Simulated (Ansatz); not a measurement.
**PbSe (Fm-3m): how far a G0W0 gap depends on its settings**

How well converged is a G0W0 gap of the known phase of PbSe (Fm-3m) with 2 atoms a cell?

Code: Ansatz 0.2.0. G0W0, plane waves. Calculated at 0 K for a non-magnetic cell.

## (1) The cell

The cell was relaxed beforehand with r2SCAN+rVV10.

The symmetry is Fm-3m (No. 225, cubic); a = 6.139 Å in the conventional setting, 28.93 Å³ an atom. Near Pb stand 6 Se at 3.07 Å; near Se stand 6 Pb at 3.07 Å.

Structure file:

```cif
data_structure
_symmetry_space_group_name_H-M 'Fm-3m'
_symmetry_Int_Tables_number 225
_cell_length_a 6.1394
_cell_length_b 6.1394
_cell_length_c 6.1394
_cell_angle_alpha 90.000
_cell_angle_beta 90.000
_cell_angle_gamma 90.000
_cell_volume 231.41
loop_
_atom_site_label
_atom_site_type_symbol
_atom_site_symmetry_multiplicity
_atom_site_Wyckoff_symbol
_atom_site_fract_x
_atom_site_fract_y
_atom_site_fract_z
_atom_site_occupancy
Pb1 Pb 4 a 0.00000 0.00000 0.00000 1
Se1 Se 4 b 0.50000 0.00000 0.00000 1
```

## (2) 93 empty bands, 80 eV

File input.yaml:

```yaml
crystal:
  lattice:
    - [0.0, 3.0696893648, 3.0696893648]
    - [3.0696893648, 0.0, 3.0696893648]
    - [3.0696893648, 3.0696893648, 0.0]
  atoms:
    - { symbol: Pb, position: [0.0, 0.0, 0.0] }
    - { symbol: Se, position: [0.5, 0.5, 0.5] }
kpoints:
  mp_grid: { grid: [4, 4, 4] }
hamiltonian:
  xc: pbe
scf:
  occupations: { method: fixed }
gw:
  n_empty_bands: 93
  ecut_chi: 80
  qp_bands: [v2, c2]
  qp_kpoints: band_edges
  screening: { model: contour_deformation }
```

On the command line:

```bash
$ ansatz run input.yaml --threads 4 --pin off --max-ram 5529MiB --backend cpu --events-out ev --progress --plain --runs-dir out
```

## (3) 217 empty bands, 140 eV

input.yaml, as its differences from that of step 2:

```diff
@@ -15,4 +15,4 @@
 gw:
-  n_empty_bands: 93
-  ecut_chi: 80
+  n_empty_bands: 217
+  ecut_chi: 140
   qp_bands: [v2, c2]
```

## (4) 399 empty bands, 210 eV

input.yaml, as its differences from that of step 3:

```diff
@@ -15,4 +15,4 @@
 gw:
-  n_empty_bands: 217
-  ecut_chi: 140
+  n_empty_bands: 399
+  ecut_chi: 210
   qp_bands: [v2, c2]
```

## (5) Starting from HSE06

input.yaml, as its differences from that of step 4:

```diff
@@ -11,3 +11,3 @@
 hamiltonian:
-  xc: pbe
+  xc: hse06
 scf:
@@ -15,4 +15,4 @@
 gw:
-  n_empty_bands: 399
-  ecut_chi: 210
+  n_empty_bands: 217
+  ecut_chi: 140
   qp_bands: [v2, c2]
```

## (6) Starting from LDA

input.yaml, as its differences from that of step 5:

```diff
@@ -11,3 +11,3 @@
 hamiltonian:
-  xc: hse06
+  xc: lda
 scf:
```

## (7) Starting from r2SCAN

input.yaml, as its differences from that of step 6:

```diff
@@ -11,3 +11,3 @@
 hamiltonian:
-  xc: lda
+  xc: r2scan
 scf:
```

## (8) A plasmon pole in place of the full frequency dependence

input.yaml, as its differences from that of step 7:

```diff
@@ -11,3 +11,3 @@
 hamiltonian:
-  xc: r2scan
+  xc: pbe
 scf:
@@ -19,2 +19,2 @@
   qp_kpoints: band_edges
-  screening: { model: contour_deformation }
+  screening: { model: godby_needs }
```

## (9) A finer mesh, 6×6×6

input.yaml, as its differences from that of step 8:

```diff
@@ -9,3 +9,3 @@
 kpoints:
-  mp_grid: { grid: [4, 4, 4] }
+  mp_grid: { grid: [6, 6, 6] }
 hamiltonian:
@@ -15,6 +15,6 @@
 gw:
-  n_empty_bands: 217
-  ecut_chi: 140
+  n_empty_bands: 93
+  ecut_chi: 80
   qp_bands: [v2, c2]
   qp_kpoints: band_edges
-  screening: { model: godby_needs }
+  screening: { model: contour_deformation }
```

## (10) Norm-conserving pseudopotentials

input.yaml, as its differences from that of step 9:

```diff
@@ -9,5 +9,6 @@
 kpoints:
-  mp_grid: { grid: [6, 6, 6] }
+  mp_grid: { grid: [4, 4, 4] }
 hamiltonian:
   xc: pbe
+  pseudopotentials: { kind: nc }
 scf:
@@ -15,4 +16,4 @@
 gw:
-  n_empty_bands: 93
-  ecut_chi: 80
+  n_empty_bands: 217
+  ecut_chi: 140
   qp_bands: [v2, c2]
```

What does the calculation give? Wanted: for each run, start; potentials; frequencies; empty bands; cutoff; Kohn-Sham gap; G0W0 gap.

The runs gave:

| start | potentials | frequencies | empty bands | cutoff (eV) | mesh | Kohn-Sham gap (eV) | G0W0 gap (eV) |
| --- | --- | --- | --- | --- | --- | --- | --- |
| PBE | PAW | full | 93 | 80 | 4×4×4 | 0.32 | 0.40 |
| PBE | PAW | full | 217 | 140 | 4×4×4 | 0.32 | 0.49 |
| HSE06 | PAW | full | 217 | 140 | 4×4×4 | 0.73 | 0.72 |
| LDA | PAW | full | 217 | 140 | 4×4×4 | 0.21 | 0.47 |
| r2SCAN | PAW | full | 217 | 140 | 4×4×4 | 0.61 | 0.65 |
| PBE | PAW | pole | 217 | 140 | 4×4×4 | 0.32 | 0.45 |
| PBE | PAW | full | 93 | 80 | 6×6×6 | 0.32 | 0.44 |
| PBE | NC | full | 217 | 140 | 4×4×4 | 0.32 | 0.47 |

Gaps are those on each run's own mesh. Runs that failed or were set aside have no row.

What this shows: With bands and cutoff raised together, from 93 bands at 80 eV to 217 at 140 eV, the gap moves by +0.09 eV; the steps shown don't fix a limit. The starting point matters: against PBE, HSE06 gives +0.23 eV, LDA gives -0.02 eV, r2SCAN gives +0.16 eV. The plasmon pole changes the gap by -0.046 eV. Norm-conserving potentials change it by -0.018 eV. On the finer mesh the quasiparticle shift is +0.13 eV, against +0.08 eV on the coarse one. Spin-orbit coupling is left out.
